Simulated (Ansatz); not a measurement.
GeO₂ (rutile)

```
CELL_PARAMETERS angstrom
      4.48750     0.00000     0.00000
      0.00000     4.48750     0.00000
      0.00000     0.00000     2.90497
ATOMIC_POSITIONS crystal
  Ge 0.00000 0.00000 0.00000
  Ge 0.50000 0.50000 0.50000
  O  0.30714 0.30714 0.00000
  O  0.80714 0.19286 0.50000
  O  0.19286 0.80714 0.50000
  O  0.69286 0.69286 0.00000
```

Grid over V/V₀ and (c/a)/(c/a)₀, subscript 0 meaning the relaxed cell; the conventional c axis lies along z; no internal relaxation.

Level of theory: PBE (plane waves to 420 eV, PAW, scalar-relativistic; Ansatz, a first-principles code). k mesh 8×8×11 (Γ-centred), Fermi-Dirac smearing 0.05 eV. Compression counts positive. As the atoms are clamped, bonds stretch with the cell, which overstates energies and stresses. GeO2 was relaxed with its symmetry unable to fall.

Changes of σzz − σxx (GPa) from the point V/V₀ = 1.000, (c/a)/(c/a)₀ = 1.000 when one coordinate moves alone (two changes are said to add if the coupling is within 5 % of the smaller one, nearly so within 20 %):

```csv
point,change
"V/V₀ = 1.000, (c/a)/(c/a)₀ = 0.920",26.12
"V/V₀ = 1.000, (c/a)/(c/a)₀ = 0.947",16.44
"V/V₀ = 1.000, (c/a)/(c/a)₀ = 0.973",7.76
"V/V₀ = 0.920, (c/a)/(c/a)₀ = 1.000",7.03
"V/V₀ = 0.947, (c/a)/(c/a)₀ = 1.000",4.36
"V/V₀ = 0.973, (c/a)/(c/a)₀ = 1.000",2.04
"V/V₀ = 1.027, (c/a)/(c/a)₀ = 1.000",-1.77
"V/V₀ = 1.053, (c/a)/(c/a)₀ = 1.000",-3.32
"V/V₀ = 1.080, (c/a)/(c/a)₀ = 1.000",-4.66
"V/V₀ = 1.000, (c/a)/(c/a)₀ = 1.027",-6.89
"V/V₀ = 1.000, (c/a)/(c/a)₀ = 1.053",-12.99
"V/V₀ = 1.000, (c/a)/(c/a)₀ = 1.080",-18.38
```

**Question.** Do the two effects add at V/V₀ = 1.027, (c/a)/(c/a)₀ = 1.027? Give the computed change.

**Answer.** The sum of the single changes is -1.77 + (-6.89) = -8.66; the calculation gives -8.11, so the coupling contributes 0.55 (over 20 % of the smaller single change, not additive).

(Under strain, the slope of the energy per volume gives the stress and its curvature an elastic modulus.)
